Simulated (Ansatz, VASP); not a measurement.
One calculation of BaTe, two programs

File INCAR:

```
PREC = Accurate ; ENCUT = 520
EDIFF = 1E-6 ; ISMEAR = 0
SIGMA = 0.05 ; LREAL = F
LASPH = T ; NELM = 100
ALGO = Normal ; ISIF = 2
LWAVE = F ; LCHARG = T
GGA = PS ; LELF = T
LVHAR = T ; NBANDS = 15
```

The input KPOINTS:

```
regular mesh
0
Gamma
  8 8 8
```

The input POSCAR:

```
BaTe
1.0
   -0.0347139741      3.4713974052      3.4713974052
    3.4366834311      0.0000000000      3.4366834311
    3.4713974052      3.4713974052     -0.0347139741
Ba Te
1 1
Direct
    0.0000000000      0.0000000000      0.0000000000
    0.5000000000      0.5000000000      0.5000000000
```

Input for Ansatz:

```yaml
crystal:
  lattice:
    - [-0.0347139741, 3.4713974052, 3.4713974052]
    - [3.4366834311, 0.0, 3.4366834311]
    - [3.4713974052, 3.4713974052, -0.0347139741]
  atoms:
    - { symbol: Ba, position: [0.0, 0.0, 0.0] }
    - { symbol: Te, position: [0.5, 0.5, 0.5] }
basis:
  ecutwfc: 420
kpoints:
  mp_grid: { grid: [8, 8, 8] }
hamiltonian:
  xc: pbesol
scf:
  occupations: { method: gaussian, width: 0.05 }
output:
  forces: true
  stress: true
  eigenvalues: true
```

Change from the starting cell: strain -0.0200 x Voigt [0, 0, 0, 0, 1, 0], atoms carried along.

Alike in both runs: task single point; functional PBEsol; k mesh 8 × 8 × 8; occupations gaussian, width 0.05 eV; no spin polarisation.

|  | VASP | Ansatz |
| --- | --- | --- |
| version | VASP 6.6.1 | Ansatz 0.2.0 |
| potentials or method | VASP PAW PBE potentials, release 64 (Ba_sv, Te) | scalar-relativistic, plane waves, PAW |
| plane-wave cutoff (eV) | 520 | 420 |
| valence electrons in the cell | 16 | 26 |

VASP gave:

- gap on the k mesh at the Fermi level (eV): 1.34
- least direct gap on the mesh (eV): 1.72
- pressure (GPa): 0.4
- largest component of the traceless stress (GPa): 0.22

Q: What did Ansatz give for the same quantities?

A: gap on the k mesh at the Fermi level (eV): 1.43; least direct gap on the mesh (eV): 1.78; pressure (GPa): 0.0; largest component of the traceless stress (GPa): 0.22.

The functional is the same, so the differences come from potentials, cutoffs and numerics. The two sets of potentials don't hold the same shells in valence.

Caveats: the PAW data sets were made with another functional, which shifts forces and pressure a little (VASP); spin-orbit coupling is left out, which moves the levels of the heavy elements. A k mesh can miss the band edges.
